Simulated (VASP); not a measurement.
**CO2 in VASP 6.6.1, single-point calculation**

INCAR

```
ENCUT = 520
NBANDS = 25
IVDW = 12
LCHARG = .FALSE.
GGA = PE
PREC = Accurate
ISIF = 2
LWAVE = .FALSE.
SIGMA = 0.02
EDIFF = 1E-7
IBRION = -1
LREAL = .FALSE.
LASPH = .TRUE.
NELM = 98
NSW = 0
ISMEAR = -1
```

KPOINTS

```
KPOINTS created by Atomic Simulation Environment
0
Gamma
6 6 6
0 0 0
```

POSCAR

```
C  O
 1.0000000000000000
     4.1925576029625269    0.0000000000000000    0.0000000000000000
    -0.0000000000000000    4.1925576029625269    0.0000000000000000
     0.0000000000000000    0.0000000000000000    4.6051156164007869
 C   O
   2   4
Cartesian
  2.0962788014812634  2.0962788014812634  2.3025578082003935
 -0.0000000000000000 -0.0000000000000000  0.0000000000000000
  1.2756605550668607  2.9168970478956671  2.3025578082003935
  2.9168970478956671  1.2756605550668607  2.3025578082003935
  0.8206182464144031  0.8206182464144032  0.0000000000000000
  3.3719393565481242  3.3719393565481242  0.0000000000000000
```

The recommended PBE PAW datasets give the neutral cell 32 valence electrons.

Command

```
mpirun -np 1 vasp_std
```

OSZICAR

```
N       E                     dE             d eps       ncg     rms          rms(c)
DAV:   1     0.163375165842E+03    0.16338E+03   -0.17083E+04  2000   0.119E+03
DAV:   2    -0.388988175832E+02   -0.20227E+03   -0.19271E+03  2755   0.274E+02
DAV:   3    -0.491050925893E+02   -0.10206E+02   -0.10146E+02  2311   0.626E+01
DAV:   4    -0.491890174163E+02   -0.83925E-01   -0.83863E-01  2559   0.656E+00
DAV:   5    -0.491900310863E+02   -0.10137E-02   -0.10136E-02  2485   0.703E-01    0.137E+01
DAV:   6    -0.461633787251E+02    0.30267E+01   -0.75368E+00  2539   0.198E+01    0.629E+00
DAV:   7    -0.459601527797E+02    0.20323E+00   -0.40665E-01  2350   0.454E+00    0.346E+00
DAV:   8    -0.459078864752E+02    0.52266E-01   -0.27926E-01  2560   0.331E+00    0.799E-01
DAV:   9    -0.459023447986E+02    0.55417E-02   -0.19982E-02  2429   0.102E+00    0.336E-01
DAV:  10    -0.459027498036E+02   -0.40500E-03   -0.42140E-03  2502   0.433E-01    0.537E-02
DAV:  11    -0.459028854166E+02   -0.13561E-03   -0.96266E-05  2292   0.743E-02    0.205E-02
DAV:  12    -0.459029117710E+02   -0.26354E-04   -0.20590E-05  2489   0.335E-02    0.306E-03
DAV:  13    -0.459029125819E+02   -0.81088E-06   -0.99999E-07  2416   0.718E-03    0.138E-03
DAV:  14    -0.459029124553E+02    0.12660E-06   -0.86988E-08  1872   0.248E-03    0.270E-04
DAV:  15    -0.459029124463E+02    0.89763E-08   -0.34618E-08  1695   0.123E-03
   1 F= -.46370704E+02 E0= -.46370704E+02  d E =-.148178E-11
```

Standard output (part)

```
POSCAR found type information on POSCAR C O
 POSCAR found :  2 types and       6 ions
 LDA part: xc-table for (Slater+PW92), standard interpolation
 POSCAR, INCAR and KPOINTS ok, starting setup
 WAVECAR not read
 entering main loop
```

From OUTCAR

```
k-points           NKPTS =     40   k-points in BZ     NKDIM =     40   number of bands    NBANDS=     25

   NELECT =      32.0000    total number of electrons

   dimension x,y,z NGX =    32 NGY =   32 NGZ =   36
   dimension x,y,z NGXF=    64 NGYF=   64 NGZF=   72

  energy-cutoff  :      520.00
  volume of cell :       80.95
      direct lattice vectors                 reciprocal lattice vectors
     4.192557603  0.000000000  0.000000000     0.238517892  0.000000000  0.000000000
     0.000000000  4.192557603  0.000000000     0.000000000  0.238517892  0.000000000
     0.000000000  0.000000000  4.605115616     0.000000000  0.000000000  0.217149814

 k-points in reciprocal lattice and weights: KPOINTS created by Atomic Simulation Env
   0.00000000  0.00000000  0.00000000       0.005
   0.16666667  0.00000000  0.00000000       0.019
   0.33333333  0.00000000  0.00000000       0.019
   0.50000000  0.00000000  0.00000000       0.009
   0.16666667  0.16666667  0.00000000       0.019
   0.33333333  0.16666667  0.00000000       0.037
   0.50000000  0.16666667  0.00000000       0.019
   0.33333333  0.33333333  0.00000000       0.019
   ...

 E-fermi :  -2.4346

 k-point     1 :       0.0000    0.0000    0.0000
  band No.  band energies     occupation
      1     -23.8980      2.00000
      2     -23.5659      2.00000
      3     -22.6508      2.00000
      4     -22.6508      2.00000
      5      -8.5283      2.00000
      6      -8.1378      2.00000
      7      -7.8874      2.00000
      8      -7.2404      2.00000
      9      -7.2404      2.00000
     10      -6.4603      2.00000
     11      -6.4603      2.00000
     12      -6.4072      2.00000
     13      -4.3936      2.00000
     14      -3.4752      2.00000
     15      -3.4132      2.00000
     16      -3.4132      2.00000
     17       3.7434      0.00000
     18       4.6033      0.00000
     19       5.0799      0.00000
     20       5.0799      0.00000
     21       6.3043      0.00000
     22       8.0059      0.00000
     23      10.6606      0.00000
     24      12.8062      0.00000
     25      13.0386      0.00000

 k-point     2 :       0.1667    0.0000    0.0000
  band No.  band energies     occupation
      1     -23.8684      2.00000
      2     -23.5777      2.00000
      3     -22.6613      2.00000
      4     -22.6581      2.00000
      5      -8.4769      2.00000
      6      -8.1893      2.00000
      7      -7.7972      2.00000
      8      -7.3546      2.00000
      9      -7.1802      2.00000
     10      -6.6181      2.00000
     11      -6.5149      2.00000
     12      -6.5079      2.00000
     13      -4.1944      2.00000
     14      -3.4171      2.00000
     15      -3.4134      2.00000
     16      -3.4124      2.00000
     17       4.0930      0.00000
     18       4.7042      0.00000
     19       5.1249      0.00000
     20       5.1261      0.00000
     21       6.1578      0.00000
     22       8.2372      0.00000
     23      10.1741      0.00000
     24      12.6517      0.00000
     25      12.9360      0.00000

 ...

  Total       3.91304     3.91304     0.59084     0.00000     0.00000     0.00000
  in kB      77.45093    77.45093    11.69448     0.00000     0.00000     0.00000
  external pressure =       55.53 kB  Pullay stress =        0.00 kB

 POSITION                                       TOTAL-FORCE (eV/Angst)
 -----------------------------------------------------------------------------------
      2.09628      2.09628      2.30256        -0.000000      0.000000     -0.000000
      0.00000      0.00000      0.00000        -0.000000      0.000000     -0.000000
      1.27566      2.91690      2.30256        -1.024415      1.024415      0.000000
      2.91690      1.27566      2.30256         1.024415     -1.024415     -0.000000
      0.82062      0.82062      0.00000         1.024415      1.024415      0.000000
      3.37194      3.37194      0.00000        -1.024415     -1.024415     -0.000000
 -----------------------------------------------------------------------------------
    total drift:                                0.000000     -0.000000      0.000000

  FREE ENERGIE OF THE ION-ELECTRON SYSTEM (eV)
  ---------------------------------------------------
  free  energy   TOTEN  =       -46.3707044610 eV

  energy  without entropy=      -46.3707044610  energy(sigma->0) =      -46.37070446
```

It converged. Results: gap between bands v and c on the k mesh 6.66 eV; least direct gap on the k mesh 7.16 eV; pressure 5.6 GPa; largest force 1.45 eV/Å. Band v is the last that the valence electrons fill when counted band by band, and c is the next.

For comparison, a separate PBE run of the intended cell, on usual settings and not on those above, gives a gap of 6.66 eV on its mesh and a pressure of 6.6 GPa.

The run above took about 50 s on one core of a shared host (Intel Xeon Platinum 8488C) and held 0.2 GiB at most.
